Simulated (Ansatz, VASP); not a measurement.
## BaTe in VASP and in Ansatz

INCAR

```
PREC = Accurate
ENCUT = 520
EDIFF = 1E-6
ISMEAR = -1
SIGMA = 0.02
LREAL = F
LASPH = T
NELM = 60
ALGO = Fast
ISIF = 2
LWAVE = F
LCHARG = T
GGA = PE
LELF = T
LVHAR = T
NBANDS = 24
```

KPOINTS

```
Automatic mesh
0
Gamma
  6 6 4
```

File POSCAR:

```
BaTe
1.0
    5.8461693382      0.0000000000      0.0000000000
   -2.9230846691      5.0629311617      0.0000000000
    0.0000000000      0.0000000000      7.0354395630
Ba Te
2 2
Direct
    0.3333333333      0.6666666667     -0.0625000000
    0.6666666667      0.3333333333      0.4375000000
    0.3333333333      0.6666666667      0.4375000000
    0.6666666667      0.3333333333      0.9375000000
```

Input for Ansatz:

```yaml
crystal:
  lattice:
    - [5.8461693382, 0.0, 0.0]
    - [-2.9230846691, 5.0629311617, 0.0]
    - [0.0, 0.0, 7.035439563]
  atoms:
    - { symbol: Ba, position: [0.3333333333, 0.6666666667, -0.0625] }
    - { symbol: Ba, position: [0.6666666667, 0.3333333333, 0.4375] }
    - { symbol: Te, position: [0.3333333333, 0.6666666667, 0.4375] }
    - { symbol: Te, position: [0.6666666667, 0.3333333333, 0.9375] }
kpoints:
  mp_grid: { grid: [6, 6, 4] }
  band_path:
    path:
      - [0.0, 0.0, 0.0]
      - [0.5, 0.0, 0.0]
      - [0.3333333333, 0.3333333333, 0.0]
      - [0.0, 0.0, 0.5]
      - [0.5, 0.0, 0.5]
      - [0.3333333333, 0.3333333333, 0.5]
    npoints: 1
hamiltonian:
  xc: pbe
scf:
  occupations: { method: fermi_dirac, width: 0.02 }
  n_extra_bands: 5
output:
  forces: true
  stress: true
  eigenvalues: true
```

Change from the starting cell: epitaxial_xy strain -2.1%.

Alike in both runs: task single point; functional PBE; k mesh 6 × 6 × 4; occupations fermi-dirac, width 0.02 eV; no spin polarisation.

|  | VASP | Ansatz |
| --- | --- | --- |
| version | VASP 6.6.1 | Ansatz 0.2.0 |
| potentials or method | VASP PAW PBE potentials, release 64 (Ba_sv, Te) | plane waves, PAW |
| plane-wave cutoff (eV) | 520 | 420 |
| valence electrons in the cell | 32 | 52 |

VASP gave:

```
gap on the k mesh at the Fermi level (eV)       : 1.86
pressure (GPa)                                  : 1.1
largest component of the traceless stress (GPa) : 0.82
```

Question: Estimate Ansatz's values.

Answer: gap on the k mesh at the Fermi level (eV): 1.94; pressure (GPa): 0.9; largest component of the traceless stress (GPa): 0.82.

The two sets of potentials don't hold the same shells in valence.

Caveats: spin-orbit coupling is left out, which moves the levels of the heavy elements. A k mesh can miss the band edges.
